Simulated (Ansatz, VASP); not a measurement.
## Pt in VASP and in Ansatz

```
CELL_PARAMETERS angstrom
0.00000 1.95908 1.95908
1.95908 0.00000 1.95908
1.95908 1.95908 0.00000
ATOMIC_POSITIONS crystal
Pt 0.00000 0.00000 0.00000
```

Alike in both runs: functional PBEsol; k mesh 18 × 18 × 18; occupations gaussian, width 0.1 eV; no spin polarisation.

Ansatz relaxed the structure, and its values are those at the end. VASP's run is a single point on that final structure, the one shown.

```csv
,VASP,Ansatz
version,VASP 6.6.1,Ansatz 0.2.0
potentials or method,"VASP PAW PBE potentials, release 64 (Pt)","scalar-relativistic, plane waves, PAW"
plane-wave cutoff (eV),520,420
valence electrons in the cell,10,18
```

```csv
,VASP,Ansatz,Ansatz less VASP
gap on the k mesh at the Fermi level (eV),none,none,-
pressure (GPa),-0.4,0.0,+0.42
```

A gap of «none» marks a metal or a gap that the smearing closes. The two sets of potentials don't hold the same shells in valence.

Caveats: the PAW data sets were made with another functional, which shifts forces and pressure a little (VASP). Spin-orbit coupling is left out, which matters for the levels of Pt.
